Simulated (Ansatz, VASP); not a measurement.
## One calculation of C3N, two programs

```
CELL_PARAMETERS angstrom
2.88621 0.00000 0.00000
0.00000 2.88621 0.00000
0.00000 0.00000 7.50642
ATOMIC_POSITIONS crystal
C 0.50000 0.50000 0.76481
C 0.00000 0.00000 0.50000
C 0.50000 0.50000 0.23519
N 0.00000 0.00000 0.00000
```

Change from the starting cell: species swapped into the Ho3Mg type (P4/mmm, No. 123).

Alike in both runs: task single point; functional PBE; k mesh 6 × 6 × 2; occupations gaussian, width 0.1 eV; collinear spin.

|  | VASP | Ansatz |
| --- | --- | --- |
| version | VASP 6.6.1 | Ansatz 0.2.0 |
| potentials or method | VASP PAW PBE potentials, release 64 (C, N) | scalar-relativistic, plane waves, PAW |
| plane-wave cutoff (eV) | 520 | 420 |
| valence electrons in the cell | 17 | 17 |

Ansatz gave:

```
gap on the k mesh at the Fermi level (eV)                     : none
pressure (GPa)                                                : -21.7
largest component of the traceless stress (GPa)               : 0.88
rms of the force components (eV/Å)                            : 0.034
net moment per atom (μB)                                      : 0.26
size of the moment on the site where the two differ most (μB) : 1.71
```

Task: Estimate VASP's values.

Result: gap on the k mesh at the Fermi level (eV): none; pressure (GPa): -21.8; largest component of the traceless stress (GPa): 0.87; rms of the force components (eV/Å): 0.032; net moment per atom (μB): 0.26; size of the moment on the site where the two differ most (μB): 1.29.

Site moments also hang on the region over which each program counts them. Atom by atom the forces differ by 0.002 eV/Å (rms over components). A gap of «none» marks a metal or a gap that the smearing closes. Ansatz warned: «seeded_moment_not_kept».

Caveats: the k mesh is coarse (spacing up to 0.42 Å⁻¹), so the values aren't converged; so large a pressure means that the cell lies far from this level's equilibrium, or that cutoff or potentials fall short (VASP).
